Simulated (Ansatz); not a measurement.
**TaS2: further runs on the relaxed cell**

One table from this session's results is given with a row withheld; the runs are named, their logs left out.

Computed with Ansatz 0.2.0 (DFT PBE+D3(BJ), scalar-relativistic, plane waves, PAW, unless a step's input says otherwise).

## Starting point

It takes space group P-3m1 (No. 164, trigonal). Conventional cell: a = 3.328 Å, b = 3.328 Å, c = 5.787 Å, α = 90.00°, β = 90.00°, γ = 120.00°. Ta (site symmetry -3m) is surrounded by 6 S at 2.47 Å. S (site symmetry 3m) has 3 Ta at 2.47 Å as nearest neighbours.

Structure file:

```cif
data_structure
_symmetry_space_group_name_H-M 'P 1'
_symmetry_Int_Tables_number 1
_cell_length_a 3.3283
_cell_length_b 3.3283
_cell_length_c 5.7868
_cell_angle_alpha 90.000
_cell_angle_beta 90.000
_cell_angle_gamma 120.000
_cell_volume 55.52
loop_
_atom_site_label
_atom_site_type_symbol
_atom_site_fract_x
_atom_site_fract_y
_atom_site_fract_z
_atom_site_occupancy
Ta1 Ta 0.00000 0.00000 0.00000 1
S1 S 0.33333 0.66667 0.26700 1
S2 S 0.66667 0.33333 0.73300 1
```

It is the result of an earlier relaxation at this level (volume 18.51 Å³/atom; gap on the mesh: none (metal)).

The first run:

input.yaml

```yaml
crystal:
  lattice:
    - [3.2947052488, 0.0, 0.0]
    - [-1.6473526244, 2.8532984435, 0.0]
    - [0.0, 0.0, 5.7283792075]
  atoms:
    - { symbol: Ta, position: [0.0, 0.0, 0.0] }
    - { symbol: S, position: [0.3333333333, 0.6666666667, 0.2669984516] }
    - { symbol: S, position: [0.6666666667, 0.3333333333, 0.7330015484] }
basis:
  ecutwfc: 420
kpoints:
  mp_grid: { grid: [15, 15, 8] }
hamiltonian:
  xc: pbe
  dispersion: d3bj
scf:
  occupations: { method: gaussian, width: 0.1 }
output:
  forces: true
  stress: true
  eigenvalues: true
relax:
  adjacent_minimum: "off"
  f_tol: 0.01
  max_steps: 30
  cell: { stress_tol: 0.1, fix: [volume] }
```

Started as:

```bash
ansatz run input.yaml --threads 1 --pin off --max-ram 2560MiB --backend cpu --events-out ev --progress --plain --runs-dir out
```

Among the steps run: Volume × 0.97; The cell scaled to 1.03 of its volume; Volume × 0.94; The cell scaled to 1.06 of its volume; Volume × 0.91; Point at V/V0 = 1.10; The cell scaled to 0.88 of its volume.

One of the session's tables, all rows but one given; the rest of the session is left out.

It belongs to the step «Equation of state». 

| volume (Å³/atom) | energy above the lowest point (meV/atom) | pressure (GPa) |
| --- | --- | --- |
| 16.285 | 54.7 | 9.44 |
| 16.840 | 27.8 | 6.21 |
| 17.395 | 11.2 | 3.54 |
| 17.950 | 2.5 | 1.49 |
| 18.506 | 0.0 | 0.00 |
| 19.061 | ? | ? |
| 19.616 | 7.5 | -1.90 |
| 20.356 | 17.7 | -2.46 |

**Question.** Estimate the row for volume (Å³/atom) = 19.061.

Worked estimate for «energy above the lowest point (meV/atom)». A straight line through the neighbours (18.506, 0.0) and (19.616, 7.5) gives 0.0 + (7.5 − 0.0) × (19.061 − 18.506) / (19.616 − 18.506) = 3.8; a parabola fitted to 4 rows on both sides gives 2.3.

The run gave: energy above the lowest point (meV/atom): 2.1; pressure (GPa): -1.14. In «energy above the lowest point (meV/atom)» the line misses by +1.7 and the parabola by +0.2.

To keep in mind: The final runs have no spin polarisation, so no magnetic state was tried and one may lie lower.
